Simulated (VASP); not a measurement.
# Ir (Fm-3m) in VASP: a series of runs

The runs below take Ir through relaxation of cell and atoms, with r2SCAN, r2SCAN+rVV10.

Everything below comes from runs of VASP 6.6.1. Logs are shortened: lines on timing, memory, paths and dates and some standing lists are left out, and cuts for length are marked.

## (1) The crystal as given

Symmetry: Fm-3m, No. 225, cubic system. The conventional cell has a = 3.854 Å, b = 3.854 Å, c = 3.854 Å, α = 90.00°, β = 90.00°, γ = 90.00°. Ir (site symmetry m-3m) is surrounded by 12 Ir at 2.73 Å.

## (2) Relaxation of cell and atoms, r2SCAN

INCAR

```
SYSTEM = Ir
ALGO     = Normal         ! electronic algorithm
EDIFF    = 1E-7           ! SCF threshold, eV
EDIFFG   = -0.005         ! ionic threshold
ENCUT    = 600            ! plane-wave cutoff, eV
IBRION   = 2              ! ionic algorithm
ISIF     = 3              ! what is computed and relaxed
ISMEAR   = 0              ! smearing method
LASPH    = .TRUE.         ! aspherical terms in the spheres
LCHARG   = .FALSE.        ! write CHGCAR
LMIXTAU  = .TRUE.       
LREAL    = .FALSE.        ! projectors in reciprocal space
LWAVE    = .FALSE.        ! write WAVECAR
METAGGA  = R2SCAN         ! meta-GGA
NELM     = 60             ! most SCF steps
NSW      = 90             ! ionic steps
PREC     = Accurate       ! precision mode
SIGMA    = 0.1            ! smearing width, eV
```

KPOINTS

```
k-points
0
G
  18 18 18
  0 0 0
```

POSCAR

```
Ir
1.0
    0.0000000000      1.9269646700      1.9269646700
    1.9269646700      0.0000000000      1.9269646700
    1.9269646700      1.9269646700      0.0000000000
Ir
1
Direct
    0.0000000000      0.0000000000      0.0000000000
```

Potentials or basis: VASP PAW PBE potentials, release 64 (Ir).

Started as:

```bash
> cat potpaw_PBE.64/Ir/POTCAR > POTCAR
> mpirun -np 1 vasp_std > vasp.out
```

OUTCAR:

```text
SYSTEM = Ir
   EDIFF = 1E-7
   EDIFFG = -0.005
   ENCUT = 600
   IBRION = 2
   ISIF = 3
   ISMEAR = 0
   LASPH = .TRUE.
   LREAL = .FALSE.
   METAGGA = R2SCAN
   NELM = 60
   NSW = 90
   PREC = Accurate

 ion  position               nearest neighbor table
   1  0.000  0.000  0.000-

  LATTYP: Found a face centered cubic cell.
 ALAT       =     3.8539293400

  Lattice vectors:

 A1 = (   0.0000000000,   1.9269646700,   1.9269646700)
 A2 = (   1.9269646700,   0.0000000000,   1.9269646700)
 A3 = (   1.9269646700,   1.9269646700,   0.0000000000)

Analysis of symmetry for initial positions (statically):
=====================================================================
 Subroutine PRICEL returns:
 Original cell was already a primitive cell.

 Routine SETGRP: Setting up the symmetry group for a
 face centered cubic supercell.

 Subroutine GETGRP returns: Found 48 space group operations
 (whereof 48 operations were pure point group operations)
 out of a pool of 48 trial point group operations.

The static configuration has the point symmetry O_h .

Analysis of symmetry for dynamics (positions and initial velocities):
=====================================================================
 Subroutine PRICEL returns:
 Original cell was already a primitive cell.

 Routine SETGRP: Setting up the symmetry group for a
 face centered cubic supercell.

 Subroutine GETGRP returns: Found 48 space group operations
 (whereof 48 operations were pure point group operations)
 out of a pool of 48 trial point group operations.

The dynamic configuration has the point symmetry O_h .

 Subroutine INISYM returns: Found 48 space group operations
 (whereof 48 operations are pure point group operations),
 and found     1 'primitive' translations

----------------------------------------------------------------------------------------

                                     Primitive cell

  volume of cell :      14.3104

  direct lattice vectors                    reciprocal lattice vectors
     0.000000000  1.926964670  1.926964670    -0.259475437  0.259475437  0.259475437
     1.926964670  0.000000000  1.926964670     0.259475437 -0.259475437  0.259475437
     1.926964670  1.926964670  0.000000000     0.259475437  0.259475437 -0.259475437

  length of vectors
     2.725139571  2.725139571  2.725139571     0.449424640  0.449424640  0.449424640

  position of ions in fractional coordinates (direct lattice)
     0.000000000  0.000000000  0.000000000

[... 93 lines left out ...]
   IMIX   =      4    mixing-type and parameters
     AMIX     =   0.40;   BMIX     =  1.00
     AMIX_MAG =   1.60;   BMIX_MAG =  1.00
  volume/ion in A,a.u.               =      14.31        96.57
  Fermi-wavevector in a.u.,A,eV,Ry     =   1.402615  2.650559 26.767147  1.967330
  Thomas-Fermi vector in A             =   2.525359
   LORBIT       =      0    0 simple, 1 ext, 2 COOP (PROOUT), +10 PAW based schemes
   METAGGA = R2SCAN    functional components
   LHFCALC =     F    Hartree Fock is set to
   AEXX    =    0.0000 exact exchange contribution
   IVDW    =     0    specifies the selected vdW correction
   LEPSILON=     F    determine dielectric tensor
   LRPA    =     F    only Hartree local field effects (RPA)
 conjugate gradient relaxation of ions
 non-spin polarized calculation
 Gauss-broadening in eV      SIGMA  =   0.10
  energy-cutoff  :      600.00
  volume of cell :       14.31
 maximum number of plane-waves:       531
 NGX is ok and might be reduce to    24

--------------------------------------- Ionic step        1  -------------------------------------------

 number of electron       9.0000000 magnetization

 Free energy of the ion-electron system (eV)
  ---------------------------------------------------
  ext. energy  EPLUGINS =         0.00000000
  ---------------------------------------------------
  free energy    TOTEN  =       -52.37027405 eV

  energy without entropy =      -52.36521705  energy(sigma->0) =      -52.36774555

------------------------ aborting loop because EDIFF is reached ----------------------------------------

  FORCE on cell =-STRESS in cart. coord.  units (eV):
  Direction    XX          YY          ZZ          XY          YZ          ZX
  --------------------------------------------------------------------------------------
  -------------------------------------------------------------------------------------
  Total       -0.0357465     -0.0357465     -0.0357465     -0.0000000      0.0000000      0.0000000
  in kB       -4.0021446     -4.0021446     -4.0021446     -0.0000000      0.0000000      0.0000000
  external PRESSURE =      -4.0021446 kB  Pullay stress =       0.0000000 kB
[... 57 lines left out ...]
--------------------------------------- Ionic step        3  -------------------------------------------

 number of electron       9.0000000 magnetization

 Free energy of the ion-electron system (eV)
  ---------------------------------------------------
  ext. energy  EPLUGINS =         0.00000000
  ---------------------------------------------------
  free energy    TOTEN  =       -52.37029410 eV

  energy without entropy =      -52.36524917  energy(sigma->0) =      -52.36777164

 E-fermi :  10.0412     XC(G=0): -15.2563

 val. band max:       10.0296816523   @ k =   0.3333   0.1111   0.0556
 cond. band min:      10.0444320896   @ k =   0.5000   0.2222   0.1111
 fundamental gap:      0.0147504373
 Fermi energy:        10.0412456877

 k-point     1 :       0.0000    0.0000    0.0000
  band No.  band energies     occupation
      1      -1.4173      2.00000
      2       6.0606      2.00000
      3       6.0606      2.00000
      4       6.0606      2.00000
      5       8.7262      2.00000
      6       8.7262      2.00000
      7      25.1203      0.00000
      8      30.9209      0.00000
[... 243 lines left out ...]
 k-point    24 :      -0.2222    0.0556    0.0000
  band No.  band energies     occupation
      1       0.8716      2.00000
      2       5.3716      2.00000
      3       6.5073      2.00000
      4       6.6024      2.00000
      5       8.4636      2.00000
      6       9.3407      2.00000
      7      24.9574      0.00000
      8      27.7120      0.00000

 [... further k-points ...]

------------------------ aborting loop because EDIFF is reached ----------------------------------------

  FORCE on cell =-STRESS in cart. coord.  units (eV):
  Direction    XX          YY          ZZ          XY          YZ          ZX
  --------------------------------------------------------------------------------------
  -------------------------------------------------------------------------------------
  Total        0.0032986      0.0032986      0.0032986      0.0000000      0.0000000     -0.0000000
  in kB        0.3697202      0.3697202      0.3697202      0.0000000      0.0000000     -0.0000000
  external PRESSURE =       0.3697202 kB  Pullay stress =       0.0000000 kB
[... 16 lines left out ...]
  FREE ENERGIE OF THE ION-ELECTRON SYSTEM (eV)
  ---------------------------------------------------
  free  energy   TOTEN  =       -52.3702940981 eV

  energy  without entropy=      -52.3652491745  energy(sigma->0) =      -52.36777164

 reached required accuracy - stopping structural energy minimisation
```

OSZICAR:

```text
N       E                     dE             d eps       ncg     rms          rms(c)
DAV:   1     0.530693936988E+01    0.53069E+01   -0.50684E+03  3128   0.120E+03
DAV:   2    -0.539528387999E+02   -0.59260E+02   -0.57700E+02  3136   0.222E+02
DAV:   3    -0.547135130258E+02   -0.76067E+00   -0.75950E+00  4480   0.352E+01
[... 29 lines left out ...]
DAV:   3    -0.523702686532E+02    0.28865E-04   -0.20816E-04  3600   0.212E-01    0.456E-02
DAV:   4    -0.523702944941E+02   -0.25841E-04   -0.32905E-05  3552   0.428E-02    0.233E-02
DAV:   5    -0.523702931285E+02    0.13656E-05   -0.34355E-06  4392   0.241E-02    0.276E-03
DAV:   6    -0.523702934911E+02   -0.36257E-06   -0.76396E-07  3744   0.953E-03    0.750E-04
DAV:   7    -0.523702939982E+02   -0.50710E-06   -0.16234E-07  3144   0.561E-03    0.225E-04
DAV:   8    -0.523702940981E+02   -0.99931E-07   -0.24546E-08  1640   0.199E-03
   3 F= -.52370294E+02 E0= -.52367772E+02  d E =-.200454E-04
```

Run time: 2 min. Hardware: 1 thread of Intel Xeon Platinum 8559C (Emerald Rapids), shared host; peak memory 0.18 GiB.

Results:

```yaml
Free_energy: -52.3703 eV
Relaxed_volume: 14.29 Å³/atom
Relaxed_cell: a = 2.724 Å, b = 2.724 Å, c = 2.724 Å, α = 60.00°, β = 60.00°, γ = 60.00°
Space_group_after_relaxing_to_0.05_Å: Fm-3m (No. 225)
Energy_gained_by_relaxing: 0.0 meV/atom
Ionic_steps: 3
Pressure_after_relaxing: 0.0 GPa
Band_gap_on_the_k_mesh: none (metal or under the smearing width)
```

Final structure:
```yaml
crystal:
  lattice:
    - [0.00000, 1.92626, 1.92626]
    - [1.92626, 0.00000, 1.92626]
    - [1.92626, 1.92626, 0.00000]
  atoms:
    - { symbol: Ir, position: [0.00000, 0.00000, 0.00000] }
```

Caveat: the PAW data sets were made with another functional, which shifts forces and pressure a little.

## (3) Relaxation of cell and atoms, r2SCAN+rVV10

Edit INCAR of step 2 so:

```diff
@@ -2,2 +2,4 @@
 ALGO     = Normal         ! electronic algorithm
+BPARAM   = 11.95        
+CPARAM   = 0.0093       
 EDIFF    = 1E-7           ! SCF threshold, eV
@@ -8,2 +10,3 @@
 ISMEAR   = 0              ! smearing method
+IVDW_NL  = 2            
 LASPH    = .TRUE.         ! aspherical terms in the spheres
@@ -12,2 +15,3 @@
 LREAL    = .FALSE.        ! projectors in reciprocal space
+LUSE_VDW = .TRUE.       
 LWAVE    = .FALSE.        ! write WAVECAR
```

KPOINTS is that of step 2.

POSCAR is that of step 2.

Potentials or basis: VASP PAW PBE potentials, release 64 (Ir).

Started as:

```bash
> cat potpaw_PBE.64/Ir/POTCAR > POTCAR
> mpirun -np 1 vasp_std > vasp.out
```

It took 3.3 min on 1 thread of Intel Xeon Platinum 8559C (Emerald Rapids), shared host; peak memory 0.25 GiB.

It converged, with:

| Property | Result |
| --- | --- |
| Free energy | -52.2451 eV |
| Relaxed volume | 14.23 Å³/atom |
| Relaxed cell | a = 2.720 Å, b = 2.720 Å, c = 2.720 Å, α = 60.00°, β = 60.00°, γ = 60.00° |
| Space group after relaxing (to 0.05 Å) | Fm-3m (No. 225) |
| Energy gained by relaxing | 0.6 meV/atom |
| Ionic steps | 3 |
| Pressure after relaxing | 0.0 GPa |
| Band gap on the k mesh | none (metal or under the smearing width) |

Step by step:
| step | energy change (eV) | largest force (eV/Å) | pressure (GPa) | volume (Å³) |
| --- | --- | --- | --- | --- |
| 1 | 0.0000 | 0.0000 | -2.21 | 14.31 |
| 2 | 0.0086 | 0.0000 | 9.42 | 13.90 |
| 3 | -0.0006 | 0.0000 | 0.00 | 14.23 |

Final structure:
```yaml
crystal:
  lattice:
    - [0.00000, 1.92325, 1.92325]
    - [1.92325, 0.00000, 1.92325]
    - [1.92325, 1.92325, 0.00000]
  atoms:
    - { symbol: Ir, position: [0.00000, 0.00000, 0.00000] }
```

Levels at points of the mesh, in eV from the Fermi level:
| k point | band 1 | band 2 | band 3 | band 4 | band 5 | band 6 | band 7 | band 8 |
| --- | --- | --- | --- | --- | --- | --- | --- | --- |
| (0.00, 0.00, 0.00) | -11.54 | -4.01 | -4.01 | -4.01 | -1.32 | -1.32 | 15.05 | 20.87 |
| (0.50, 0.00, 0.00) | -8.41 | -4.17 | -4.17 | -0.76 | 0.88 | 0.88 | 7.55 | 14.67 |
| (0.50, 0.50, 0.00) | -8.20 | -7.62 | 0.79 | 1.51 | 1.51 | 1.71 | 10.94 | 12.23 |

Caveat: the PAW data sets were made with another functional, which shifts forces and pressure a little. The run has no spin-orbit coupling, so splittings on Ir are missing.
